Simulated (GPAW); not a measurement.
# Cu (Fm-3m) in GPAW: further runs

One crystal, Cu, is run at these levels: revPBE, BLYP, PBE; tasks: relaxation of cell and atoms, single point.

All numbers are computed with GPAW 26.7.0; they aren't measurements. Logs are shortened: lines on timing, memory, paths and dates and some standing lists are left out, and cuts for length are marked. The log counts tension as positive stress, the text compression.

## (1) The crystal as given

The structure is cubic, space group Fm-3m (No. 225). Conventional cell: a = 3.615 Å, b = 3.615 Å, c = 3.615 Å, α = 90.00°, β = 90.00°, γ = 90.00°. Cu (site symmetry m-3m) has 12 Cu at 2.56 Å as nearest neighbours.

## (2) Relaxation of cell and atoms, revPBE, target pressure 5 GPa, at which the enthalpy is minimised

The input, run.py:

```python
from ase.filters import FrechetCellFilter
from ase.io import read, write
from ase.optimize import BFGS
from ase.units import GPa
from gpaw import GPAW, PW

atoms = read('POSCAR')

calc = GPAW(mode=PW(600),
            xc='revPBE',
            kpts={'size': (13, 13, 13), 'gamma': True},
            occupations={'name': 'fermi-dirac', 'width': 0.05},
            nbands=14,
            convergence={'density': 1e-05, 'forces': 0.0001},
            maxiter=150,
            txt='gpaw.txt')
atoms.calc = calc
opt = BFGS(FrechetCellFilter(atoms, scalar_pressure=5 * GPa), trajectory='relax.traj', logfile='-')
done = opt.run(fmax=0.02, steps=100)
calc.write('gs.gpw')
write('result.traj', atoms)
print('Converged:', done)
print('Cell:', atoms.cell.cellpar().round(4))
print('Volume:', round(atoms.get_volume(), 4))
print(atoms.get_scaled_positions().round(5))
```

The input, POSCAR:

```
Cu
1.0
    0.0000000000      1.8075000000      1.8075000000
    1.8075000000      0.0000000000      1.8075000000
    1.8075000000      1.8075000000      0.0000000000
Cu
1
Direct
    0.0000000000      0.0000000000      0.0000000000
```

Potentials or basis: the program's PAW data sets (release 1.2.1) made for this functional, pw.

Launch:

```console
OMP_NUM_THREADS=1 python run.py
```

gpaw.txt:

```text
__  _  _
 | _ |_)|_||  |
 |__||  | ||/\| - 26.7.0

Input parameters:
  mode=PW(ecut=600.0),
  convergence={'density': 1e-05, 'forces': 0.0001},
  kpts=MonkhorstPack(size=(13, 13, 13), gamma=True),
  maxiter=150,
  nbands=14,
  occupations=Occupations(name='fermi-dirac', width=0.05),
  xc=XC(name='revPBE')

Diagonalizing LCAO Hamiltonian
Converting LCAO to pw mode

       Cu

Atoms  # Å, Bohr magnetons
|   | symbol |        x |        y |        z |    initial magnetic moments |
|---|--------|----------|----------|----------|-----------------------------|
| 0 |     Cu | 0.000000 | 0.000000 | 0.000000 | ( 0.0000,  0.0000,  0.0000) |

Unit cell  # Å
| periodic |        x |        y |        z |  lengths |    angles |
|----------|----------|----------|----------|----------|-----------|
|      yes | 0.000000 | 1.807500 | 1.807500 | 2.556191 | 60.000000 |
|      yes | 1.807500 | 0.000000 | 1.807500 | 2.556191 | 60.000000 |
|      yes | 1.807500 | 1.807500 | 0.000000 | 2.556191 | 60.000000 |

Number of symmetries: 48
Symmetry operations  # r_c * U_cc + t_c -> r_c
|    | kind |            matrix            |
|----|------|------------------------------|
|  0 |  σ   |  1, 0, 0,  1, 0,-1,  1,-1, 0 |
|  1 |  C2  |  1, 0, 0,  1,-1, 0,  1, 0,-1 |
|  2 |  E   |  1, 0, 0,  0, 1, 0,  0, 0, 1 |
|  3 |  σ   |  1, 0, 0,  0, 0, 1,  0, 1, 0 |
|  4 |  C4  |  1, 0,-1,  1, 0, 0,  1,-1, 0 |
|  5 |  S6  |  1, 0,-1,  1,-1, 0,  1, 0, 0 |
|  6 |  σ   |  1, 0,-1,  0, 1,-1,  0, 0,-1 |
|  7 |  C3  |  1, 0,-1,  0, 0,-1,  0, 1,-1 |
|  8 |  S6  |  1,-1, 0,  1, 0, 0,  1, 0,-1 |
|  9 |  C4  |  1,-1, 0,  1, 0,-1,  1, 0, 0 |
| 10 |  C3  |  1,-1, 0,  0,-1, 1,  0,-1, 0 |
| 11 |  σ   |  1,-1, 0,  0,-1, 0,  0,-1, 1 |
| 12 |  σ   |  0, 1, 0,  1, 0, 0,  0, 0, 1 |
| 13 |  C4  |  0, 1, 0,  0, 1,-1, -1, 1, 0 |
| 14 |  C3  |  0, 1, 0,  0, 0, 1,  1, 0, 0 |
| 15 |  S6  |  0, 1, 0, -1, 1, 0,  0, 1,-1 |
| 16 |  C2  |  0, 1,-1,  1, 0,-1,  0, 0,-1 |
| 17 |  σ   |  0, 1,-1,  0, 1, 0, -1, 1, 0 |
| 18 |  S4  |  0, 1,-1,  0, 0,-1,  1, 0,-1 |
| 19 |  C4  |  0, 1,-1, -1, 1, 0,  0, 1, 0 |
| 20 |  C3  |  0, 0, 1,  1, 0, 0,  0, 1, 0 |
| 21 |  σ   |  0, 0, 1,  0, 1, 0,  1, 0, 0 |
[... 128 lines left out ...]
convergence criteria:
- Maximum integral of absolute [dens]ity change: 1e-05 electrons / valence electron
- Maximum change in the atomic [forces] across last 2 cycles: 0.0001 eV/Ang OR
Maximum error relative to the maximum force is below inf
- Maximum [total energy] change in last 3 cyles: 0.0005 eV / valence electron
- Maximum integral of absolute [eigenst]ate change: 4e-08 eV^2 / valence electron
maximum number of iterations: 150

SCF iterations
|iter     | |      energy | eigst |  dens |force |
|---------|-|-------------|-------|-------|------|
|iter:   1| |   -4.193749 | -0.41 |       |      |
|iter:   2| |   -3.835489 | -3.03 | -0.90 |      |
|iter:   3| |   -3.285612 | -2.03 | -1.00 |      |
|iter:   4| |   -3.277258 | -4.05 | -1.78 |      |
|iter:   5| |   -3.271357 | -3.44 | -1.95 |      |
|iter:   6| |   -3.271361 | -6.52 | -3.47 |      |
|iter:   7| |   -3.271357c| -6.09 | -3.52 |      |
|iter:   8| |   -3.271357c| -8.89c| -4.60 |      |
|iter:   9| |   -3.271357c| -8.66c| -5.27c|      |
|iter:  10| |   -3.271357c| -9.14c| -5.70c|-23.98c|

Converged in 10 steps
Energy contributions relative to reference atoms: (reference = -45025.542991)

Energy contributions:
  Kinetic:         -12.143630
  Coulomb:           9.525184
  Zero:              0.061851
  External:          0.000000
  Xc:               -0.713393
  Entropy:          -0.002739
  Spinorbit:         0.000000
  ----------------------------
  Free energy:      -3.272726
  Extrapolated:     -3.271357

dipole moment: (-7.860651, -7.860651, -7.860651)  # |e|*Ang

Fermi level: 8.336
Eigenvalues  # (at kpt = [0.000, 0.000, 0.000])
| band index |      eig [eV] | occ [0-2] |
|------------|---------------|-----------|
|          0 |        -1.209 |     2.000 |
|          1 |         5.134 |     2.000 |
|          2 |         5.134 |     2.000 |
[... 60 lines left out ...]
|          4 |         5.882 |     2.000 |
|          5 |         5.882 |     2.000 |
|          6 |        30.903 |     0.000 |
|          7 |        33.382 |     0.000 |
[... 7 lines left out ...]
No gap
No difference between direct/indirect transitions

Stress tensor  # eV/Ang^3
|         x |         y |         z |
|-----------|-----------|-----------|
| -0.037209 | -0.000000 |  0.000000 |
| -0.000000 | -0.037209 |  0.000000 |
|  0.000000 |  0.000000 | -0.037209 |

Forces  # eV/Ang
|       x |       y |       z |
|---------|---------|---------|
| 0.00000 | 0.00000 | 0.00000 |  # Cu   0

Interpolating wave functions to new cell

       Cu

Atoms  # Å, Bohr magnetons
|   | symbol |        x |         y |        z |    initial magnetic moments |
|---|--------|----------|-----------|----------|-----------------------------|
| 0 |     Cu | 0.000000 | -0.000000 | 0.000000 | ( 0.0000,  0.0000,  0.0000) |

Unit cell  # Å
| periodic |         x |         y |         z |  lengths |    angles |
|----------|-----------|-----------|-----------|----------|-----------|
|      yes | -0.000000 |  1.814881 |  1.814881 | 2.566629 | 60.000000 |
|      yes |  1.814881 | -0.000000 |  1.814881 | 2.566629 | 60.000000 |
|      yes |  1.814881 |  1.814881 | -0.000000 | 2.566629 | 60.000000 |

Number of symmetries: 48
Symmetry operations  # r_c * U_cc + t_c -> r_c
|    | kind |            matrix            |
|----|------|------------------------------|
|  0 |  σ   |  1, 0, 0,  1, 0,-1,  1,-1, 0 |
|  1 |  C2  |  1, 0, 0,  1,-1, 0,  1, 0,-1 |
|  2 |  E   |  1, 0, 0,  0, 1, 0,  0, 0, 1 |
|  3 |  σ   |  1, 0, 0,  0, 0, 1,  0, 1, 0 |
|  4 |  C4  |  1, 0,-1,  1, 0, 0,  1,-1, 0 |
|  5 |  S6  |  1, 0,-1,  1,-1, 0,  1, 0, 0 |
|  6 |  σ   |  1, 0,-1,  0, 1,-1,  0, 0,-1 |
|  7 |  C3  |  1, 0,-1,  0, 0,-1,  0, 1,-1 |
|  8 |  S6  |  1,-1, 0,  1, 0, 0,  1, 0,-1 |
|  9 |  C4  |  1,-1, 0,  1, 0,-1,  1, 0, 0 |
| 10 |  C3  |  1,-1, 0,  0,-1, 1,  0,-1, 0 |
| 11 |  σ   |  1,-1, 0,  0,-1, 0,  0,-1, 1 |
| 12 |  σ   |  0, 1, 0,  1, 0, 0,  0, 0, 1 |
| 13 |  C4  |  0, 1, 0,  0, 1,-1, -1, 1, 0 |
| 14 |  C3  |  0, 1, 0,  0, 0, 1,  1, 0, 0 |
| 15 |  S6  |  0, 1, 0, -1, 1, 0,  0, 1,-1 |
| 16 |  C2  |  0, 1,-1,  1, 0,-1,  0, 0,-1 |
| 17 |  σ   |  0, 1,-1,  0, 1, 0, -1, 1, 0 |
| 18 |  S4  |  0, 1,-1,  0, 0,-1,  1, 0,-1 |
| 19 |  C4  |  0, 1,-1, -1, 1, 0,  0, 1, 0 |
| 20 |  C3  |  0, 0, 1,  1, 0, 0,  0, 1, 0 |
| 21 |  σ   |  0, 0, 1,  0, 1, 0,  1, 0, 0 |
[... 128 lines left out ...]
convergence criteria:
- Maximum integral of absolute [dens]ity change: 1e-05 electrons / valence electron
- Maximum change in the atomic [forces] across last 2 cycles: 0.0001 eV/Ang OR
Maximum error relative to the maximum force is below inf
- Maximum [total energy] change in last 3 cyles: 0.0005 eV / valence electron
- Maximum integral of absolute [eigenst]ate change: 4e-08 eV^2 / valence electron
maximum number of iterations: 150

SCF iterations
|iter     | |      energy | eigst |  dens |force |
|---------|-|-------------|-------|-------|------|
|iter:   1| |   -3.277742 | -3.40 |       |      |
|iter:   2| |   -3.277440 | -6.10 | -2.41 |      |
|iter:   3| |   -3.276942c| -5.07 | -2.49 |      |
|iter:   4| |   -3.276944c| -6.01 | -3.22 |      |
|iter:   5| |   -3.276952c| -5.44 | -3.39 |      |
|iter:   6| |   -3.276952c| -7.95c| -4.36 |      |
|iter:   7| |   -3.276952c| -8.07c| -4.46 |      |
|iter:   8| |   -3.276952c|-10.27c| -6.50c|      |
|iter:   9| |   -3.276952c|-10.78c| -6.91c|-25.03c|

Converged in 9 steps
Energy contributions relative to reference atoms: (reference = -45025.542991)

Energy contributions:
  Kinetic:         -12.474619
  Coulomb:           9.775188
  Zero:              0.060663
  External:          0.000000
  Xc:               -0.636812
  Entropy:          -0.002745
  Spinorbit:         0.000000
  ----------------------------
  Free energy:      -3.278324
  Extrapolated:     -3.276952

dipole moment: (-7.889014, -7.889014, -7.889014)  # |e|*Ang

Fermi level: 8.177
Eigenvalues  # (at kpt = [0.000, 0.000, 0.000])
| band index |      eig [eV] | occ [0-2] |
|------------|---------------|-----------|
|          0 |        -1.272 |     2.000 |
|          1 |         5.015 |     2.000 |
|          2 |         5.015 |     2.000 |
|          3 |         5.015 |     2.000 |
|          4 |         5.815 |     2.000 |
|          5 |         5.815 |     2.000 |
|          6 |        30.771 |     0.000 |
|          7 |        33.204 |     0.000 |
[... 7 lines left out ...]
No gap
No difference between direct/indirect transitions

Stress tensor  # eV/Ang^3
|         x |         y |         z |
|-----------|-----------|-----------|
| -0.031348 |  0.000000 | -0.000000 |
|  0.000000 | -0.031348 |  0.000000 |
| -0.000000 |  0.000000 | -0.031348 |

Forces  # eV/Ang
|        x |        y |        z |
|----------|----------|----------|
| -0.00000 | -0.00000 | -0.00000 |  # Cu   0

# Writing to gs.gpw (mode='')
```

Run time: 28 s. Hardware: 1 thread of Arm Neoverse V1, shared host; peak memory 0.18 GiB.

Results:

```yaml
Free_energy: -3.2783 eV
Relaxed_volume: 11.96 Å³/atom
Relaxed_cell: a = 2.567 Å, b = 2.567 Å, c = 2.567 Å, α = 60.00°, β = 60.00°, γ = 60.00°
Space_group_after_relaxing_to_0.05_Å: Fm-3m (No. 225)
Energy_change_on_relaxing_the_enthalpy_is_what_falls: -5.6 meV/atom
Ionic_steps: 3
Pressure_after_relaxing: 5.0 GPa
Band_gap_on_the_k_mesh: none (metal or under the smearing width)
```

The path:
| step | energy change (eV) | largest force (eV/Å) | pressure (GPa) | volume (Å³) |
| --- | --- | --- | --- | --- |
| 1 | 0.0000 | 0.0000 | 6.92 | 11.81 |
| 2 | -0.0030 | 0.0000 | 5.96 | 11.88 |
| 3 | -0.0056 | 0.0000 | 5.02 | 11.96 |

Final structure:
```yaml
crystal:
  lattice:
    - [0.00000, 1.81488, 1.81488]
    - [1.81488, 0.00000, 1.81488]
    - [1.81488, 1.81488, 0.00000]
  atoms:
    - { symbol: Cu, position: [0.00000, 0.00000, 0.00000] }
```

Levels at points of the mesh, in eV from the Fermi level:
```csv
k point,band 2,band 3,band 4,band 5,band 6,band 7,band 8,band 9,band 10
"(0.00, 0.00, 0.00)",-3.16,-3.16,-3.16,-2.36,-2.36,22.59,25.03,25.03,25.03
```

Caveat: with this Cu data set, volumes or pressures lay over 1.5 % or 2 GPa off other programs in two to four cells of ten; later steps reuse the first step's grids. revPBE gives volumes clearly too large for solids.

## (3) Relaxation of cell and atoms, BLYP

The input, run.py:

```python
from ase import Atoms
from ase.filters import FrechetCellFilter
from ase.io import write
from ase.optimize import BFGS
from gpaw import GPAW, PW, setup_paths

setup_paths.insert(0, '.')

atoms = Atoms(['Cu'],
              cell=[[0.0, 1.8075, 1.8075],
                    [1.8075, 0.0, 1.8075],
                    [1.8075, 1.8075, 0.0]],
              scaled_positions=[[0.0, 0.0, 0.0]],
              pbc=True)

calc = GPAW(mode=PW(600),
            xc='BLYP',
            kpts={'size': (13, 13, 13), 'gamma': True},
            occupations={'name': 'fermi-dirac', 'width': 0.05},
            nbands=14,
            convergence={'density': 1e-05, 'forces': 0.0001},
            eigensolver='davidson',
            maxiter=150,
            txt='gpaw.txt')
atoms.calc = calc
opt = BFGS(FrechetCellFilter(atoms), trajectory='relax.traj', logfile='-')
done = opt.run(fmax=0.01, steps=60)
calc.write('gs.gpw')
write('result.traj', atoms)
print('Converged:', done)
print('Cell:', atoms.cell.cellpar().round(4))
print('Volume:', round(atoms.get_volume(), 4))
print(atoms.get_scaled_positions().round(5))
```

Potentials or basis: PAW data sets generated in the run's folder for this functional, pw.

Launch:

```console
gpaw-setup -f BLYP Cu
OMP_NUM_THREADS=1 python run.py
```

Wall time 37 s (1 thread of Arm Neoverse V1, shared host); peak memory 0.2 GiB.

The run converged. Its results:

| Quantity | Value |
| --- | --- |
| Free energy | -2.9253 eV |
| Relaxed volume | 12.69 Å³/atom |
| Relaxed cell | a = 2.618 Å, b = 2.618 Å, c = 2.618 Å, α = 60.00°, β = 60.00°, γ = 60.00° |
| Space group after relaxing (to 0.05 Å) | Fm-3m (No. 225) |
| Energy gained by relaxing | 27.3 meV/atom |
| Ionic steps | 4 |
| Pressure after relaxing | 0.0 GPa |
| Band gap on the k mesh | none (metal or under the smearing width) |

Step by step:
| step | energy change (eV) | largest force (eV/Å) | pressure (GPa) | volume (Å³) |
| --- | --- | --- | --- | --- |
| 1 | 0.0000 | 0.0000 | 10.09 | 11.81 |
| 2 | -0.0187 | 0.0000 | 5.19 | 12.19 |
| 3 | -0.0271 | 0.0000 | 0.50 | 12.64 |
| 4 | -0.0273 | 0.0000 | 0.03 | 12.69 |

Final structure:
```
Cu
1.0
     0.00000    1.85138    1.85138
     1.85138    0.00000    1.85138
     1.85138    1.85138    0.00000
Cu
1
Cartesian
  0.0000 0.0000 0.0000
```

Levels at points of the mesh, in eV from the Fermi level:
| k point | band 4 | band 5 | band 6 | band 7 | band 8 | band 9 |
| --- | --- | --- | --- | --- | --- | --- |
| (0.00, 0.00, 0.00) | -3.07 | -2.34 | -2.34 | 22.71 | 24.03 | 24.03 |

Caveat: with this Cu data set, volumes or pressures lay over 1.5 % or 2 GPa off other programs in two to four cells of ten; later steps reuse the first step's grids. Zero-point motion and thermal expansion aren't in these numbers.

## (4) Single point, PBE

The input, run.py:

```python
from ase import Atoms
from ase.dft.bandgap import bandgap
from ase.io import write
from ase.units import GPa
from gpaw import GPAW, PW

atoms = Atoms(['Cu'],
              cell=[[0.0, 1.8075, 1.8075],
                    [1.8075, 0.0, 1.8075],
                    [1.8075, 1.8075, 0.0]],
              scaled_positions=[[0.0, 0.0, 0.0]],
              pbc=True)

calc = GPAW(mode=PW(600),
            xc='PBE',
            kpts={'size': (13, 13, 13), 'gamma': True},
            occupations={'name': 'methfessel-paxton', 'order': 0, 'width': 0.012},
            nbands=14,
            convergence={'density': 1e-05, 'energy': 1e-05},
            maxiter=150,
            txt='gpaw.txt')
atoms.calc = calc
energy = atoms.get_potential_energy()
forces = atoms.get_forces()
stress = atoms.get_stress()
calc.write('gs.gpw')
write('result.traj', atoms)
print(f'Energy: {energy:.6f} eV')
print('Forces (eV/A):')
print(forces.round(4))
print('Stress (GPa):', (stress / GPa).round(3))
print('Fermi level:', round(calc.get_fermi_level(), 4), 'eV')
print(f'Gap: {bandgap(calc)[0]:.4f} eV, direct: {bandgap(calc, direct=True)[0]:.4f} eV')
```

Potentials or basis: GPAW PAW data sets (gpaw-data 1.2.1), pw.

Launch:

```console
OMP_NUM_THREADS=1 python run.py
```

Run time: 11 s. Hardware: 1 thread of Arm Neoverse V1, shared host; peak memory 0.15 GiB.

It converged, with:

```yaml
Free_energy: -3.6724 eV
Pressure: 3.1 GPa
Band_gap_on_the_k_mesh: none (metal or under the smearing width)
```

Levels at points of the mesh, in eV from the Fermi level:
```
           k point  band 4  band 5  band 6  band 7  band 8  band 9
(0.00, 0.00, 0.00)   -3.23   -2.41   -2.41   22.79   25.20   25.20
```

Caveat: with this Cu data set, volumes or pressures lay over 1.5 % or 2 GPa off other programs in two to four cells of ten.

## (5) Single point, PBE

Edit run.py of step 4 so:

```diff
@@ -1,4 +1,3 @@
-from ase import Atoms
 from ase.dft.bandgap import bandgap
-from ase.io import write
+from ase.io import read, write
 from ase.units import GPa
@@ -6,8 +5,3 @@
 
-atoms = Atoms(['Cu'],
-              cell=[[0.0, 1.8075, 1.8075],
-                    [1.8075, 0.0, 1.8075],
-                    [1.8075, 1.8075, 0.0]],
-              scaled_positions=[[0.0, 0.0, 0.0]],
-              pbc=True)
+atoms = read('Cu.xyz')
 
@@ -16,3 +10,3 @@
             kpts={'size': (13, 13, 13), 'gamma': True},
-            occupations={'name': 'methfessel-paxton', 'order': 0, 'width': 0.012},
+            occupations={'name': 'methfessel-paxton', 'order': 0, 'width': 0.013000000000000001},
             nbands=14,
```

The input, Cu.xyz:

```xyz
1
Lattice="0.0000000000 1.8075000000 1.8075000000 1.8075000000 0.0000000000 1.8075000000 1.8075000000 1.8075000000 0.0000000000" Properties=species:S:1:pos:R:3 pbc="T T T"
Cu     0.0000000000      0.0000000000      0.0000000000
```

Launch:

```console
OMP_NUM_THREADS=1 python run.py
```

Run time: 11 s. Hardware: 1 thread of Arm Neoverse V1, shared host; peak memory 0.15 GiB.

Results (log left out):

| Property | Result |
| --- | --- |
| Free energy | -3.6724 eV |
| Pressure | 3.1 GPa |
| Band gap on the k mesh | none (metal or under the smearing width) |

Levels at points of the mesh, in eV from the Fermi level:
```tsv
k point	band 4	band 5	band 6	band 7	band 8	band 9
(0.00, 0.00, 0.00)	-3.23	-2.41	-2.41	22.79	25.20	25.20
```

Caveat: with this Cu data set, volumes or pressures lay over 1.5 % or 2 GPa off other programs in two to four cells of ten.

## (6) Single point, PBE

Edit run.py of step 5 so:

```diff
@@ -5,3 +5,3 @@
 
-atoms = read('Cu.xyz')
+atoms = read('POSCAR')
 
@@ -10,3 +10,3 @@
             kpts={'size': (13, 13, 13), 'gamma': True},
-            occupations={'name': 'methfessel-paxton', 'order': 0, 'width': 0.013000000000000001},
+            occupations={'name': 'methfessel-paxton', 'order': 0, 'width': 0.014},
             nbands=14,
```

POSCAR is that of step 2.

Potentials or basis: GPAW PAW data sets (gpaw-data 1.2.1), pw.

Launch:

```console
OMP_NUM_THREADS=1 python run.py
```

Wall time 11 s (1 thread of Arm Neoverse V1, shared host); peak memory 0.16 GiB.

The run converged. Its results:

| Item | Value |
| --- | --- |
| Free energy | -3.6724 eV |
| Pressure | 3.1 GPa |
| Band gap on the k mesh | none (metal or under the smearing width) |

Levels at points of the mesh, in eV from the Fermi level:
| k point | band 2 | band 3 | band 4 | band 5 | band 6 | band 7 | band 8 | band 9 | band 10 |
| --- | --- | --- | --- | --- | --- | --- | --- | --- | --- |
| (0.00, 0.00, 0.00) | -3.23 | -3.23 | -3.23 | -2.41 | -2.41 | 22.79 | 25.20 | 25.20 | 25.20 |

Caveat: with this Cu data set, volumes or pressures lay over 1.5 % or 2 GPa off other programs in two to four cells of ten.

## (7) The runs side by side

| task | level | potentials or basis | cell | smearing | optimizer | fmax | max steps | target pressure | convergence | gap on the mesh (eV) | pressure (GPa) |
| --- | --- | --- | --- | --- | --- | --- | --- | --- | --- | --- | --- |
| relaxation of cell and atoms | revPBE | the program's PAW data sets (release 1.2.1) made for this functional, pw | relaxed to 5 GPa | fermi-dirac 0.05 eV | BFGS | 0.02 eV/Å | 100 | 5 GPa | density=1e-05 forces=0.0001 | none | 5.0 |
| relaxation of cell and atoms | BLYP | PAW data sets generated in the run's folder for this functional, pw | relaxed | fermi-dirac 0.05 eV | BFGS | 0.01 eV/Å | 60 | - | density=1e-05 forces=0.0001 | none | 0.0 |
| single point | PBE | GPAW PAW data sets (gpaw-data 1.2.1), pw | as given | gaussian 0.012 eV | - | - | - | - | - | none | 3.1 |
| single point | PBE | GPAW PAW data sets (gpaw-data 1.2.1), pw | as given | gaussian 0.013 eV | - | - | - | - | - | none | 3.1 |
| single point | PBE | GPAW PAW data sets (gpaw-data 1.2.1), pw | as given | gaussian 0.014 eV | - | - | - | - | - | none | 3.1 |

Alike in all rows: no spin polarisation; k mesh 13 × 13 × 13; cutoff (eV) 600.

Caveats: with this Cu data set, volumes or pressures lay over 1.5 % or 2 GPa off other programs in two to four cells of ten; later steps reuse the first step's grids (some runs).

Absolute energies hang on the potentials; compare differences alone.
